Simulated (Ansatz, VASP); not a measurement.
ZnS: VASP beside Ansatz

```
CELL_PARAMETERS angstrom
0.00000 2.69451 2.69451
2.69451 0.00000 2.69451
2.69451 2.69451 0.00000
ATOMIC_POSITIONS crystal
Zn 0.00000 0.00000 0.00000
S 0.70982 0.76339 0.76339
```

Change from the starting cell: all S atoms moved +0.125 Å, as atom 2 towards its neighbour atom 1 (Zn) at 2.334 Å.

Alike in both runs: task single point; functional r2SCAN; k mesh 8 × 8 × 8; occupations gaussian, width 0.05 eV; no spin polarisation.

|  | VASP | Ansatz |
| --- | --- | --- |
| version | VASP 6.6.1 | Ansatz 0.2.0 |
| potentials or method | VASP PAW PBE potentials, release 64 (Zn, S) | scalar-relativistic, plane waves, PAW |
| plane-wave cutoff (eV) | 520 | 500 |
| valence electrons in the cell | 18 | 18 |

VASP gave:

```
gap on the k mesh at the Fermi level (eV)       : 2.66
least direct gap on the mesh (eV)               : 2.66
pressure (GPa)                                  : 0.7
largest component of the traceless stress (GPa) : 2.26
rms of the force components (eV/Å)              : 0.578
```

Question: What did Ansatz give for the same quantities?

Answer: gap on the k mesh at the Fermi level (eV): 2.65; least direct gap on the mesh (eV): 2.65; pressure (GPa): 0.7; largest component of the traceless stress (GPa): 2.23; rms of the force components (eV/Å): 0.570.

Atom by atom the forces differ by 0.008 eV/Å (rms over components).

Caveats: the PAW data sets were made with another functional, which shifts forces and pressure a little (VASP).
